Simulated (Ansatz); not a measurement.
## SnSe2 under compression: one row to predict

It was reached by relaxing an invented guess, and it needn't be the stable form of this composition.

The calculation used DFT PBE, scalar-relativistic, plane waves, PAW in Ansatz. Settings of the last relaxation (3-atom cell): 420 eV, 8×8×4 k points, Gaussian smearing of 0.02 eV, no spin polarisation.

```cif
data_structure
_symmetry_space_group_name_H-M 'P-1'
_symmetry_Int_Tables_number 2
_cell_length_a 3.8700
_cell_length_b 3.8703
_cell_length_c 7.6625
_cell_angle_alpha 75.897
_cell_angle_beta 87.816
_cell_angle_gamma 60.012
_cell_volume 95.93
loop_
_atom_site_label
_atom_site_type_symbol
_atom_site_symmetry_multiplicity
_atom_site_Wyckoff_symbol
_atom_site_fract_x
_atom_site_fract_y
_atom_site_fract_z
_atom_site_occupancy
Sn1 Sn 1 a 0.00000 0.00000 0.00000 1
Se1 Se 2 i 0.28594 0.46083 0.78441 1
```

The cell was set to several volumes, with shape and atoms relaxed at each where symmetry leaves them free. Pressure is positive in compression, and energies count from the lowest row.

```tsv
row	V (Å³/atom)	P (GPa)	ΔE (meV/atom)	gap on mesh (eV)
1	28.139	0.85	6.4	0.39
2	29.098	0.39	2.7	0.48
3	30.058	?	?	?
4	31.017	0.12	0.2	0.61
5	31.976	0.01	0.0	0.66
6	32.936	-0.05	0.1	0.69
7	33.895	-0.06	0.4	0.72
8	35.174	-0.07	0.9	0.74
```

Question: Find B = −V·ΔP/ΔV from rows 4 and 6 and from rows 1 and 2, and from the two its slope B′ and its value B0 at zero pressure.

Answer: Rows 4 and 6 give −(31.017 + 32.936)/2 × (-0.05 − (0.12))/(32.936 − 31.017) = 2.8 GPa at a mean pressure of 0.03 GPa. Rows 1 and 2 give −(28.139 + 29.098)/2 × (0.39 − (0.85))/(29.098 − 28.139) = 13.7 GPa at a mean pressure of 0.62 GPa. So B′ = (13.7 − 2.8)/(0.62 − (0.03)) = 18.47 and B0 = 2.8 − 18.47 × (0.03) = 2.2 GPa. A third-order Birch–Murnaghan fit to all the energies gives B0 = 2.1 GPa and B′ = 21.5.

Question: Estimate the pressure and energy of row 3.

Answer: From row 5, V0 = 31.976 × (1 + (0.01)/2.2) = 32.121 Å³/atom. Murnaghan's form P = (B0/B′)·[(V0/V)^B′ − 1] gives (2.2/18.47) × [(32.121/30.058)^18.47 − 1] = 0.29 GPa; the computed pressure is 0.27 GPa, so the estimate is off by +0.02 GPa. The work of compression from row 4, with the mean of the two pressures, gives ΔE = 0.2 + (0.29 + 0.12)/2 × (31.017 − 30.058)/160.2 × 1000 = 1.4 meV/atom (1 eV/Å³ = 160.2 GPa); the computed value is 1.1 meV/atom.

Question: Fit the gap against pressure through the other rows and estimate it at the computed pressure of row 3.

Answer: Over the 7 rows the mean pressure is 0.1700 GPa and the mean gap is 0.613 eV. The sums of products of deviations are S_xx = 0.6978 and S_xy = -0.2603, so the slope is -0.2603/0.6978 = -0.373 (r = -0.97, rms misfit 0.03 eV). At 0.27 GPa the line gives 0.613 + (-0.373) × (0.27 − 0.1700) = 0.58 eV. The computed value is 0.55 eV, so the line is off by +0.03 eV, less than the largest miss among the fitted rows (0.05 eV).

No dispersion correction is applied, so the spacing and binding between layers, chains or molecules are poorly described. Kohn–Sham gaps at this level usually fall short of measured ones. All volumes keep the k mesh of the relaxed cell. This cell was reached by moving the atoms of another relaxed cell at random and relaxing again, last within the group found; it had no such test of its own.
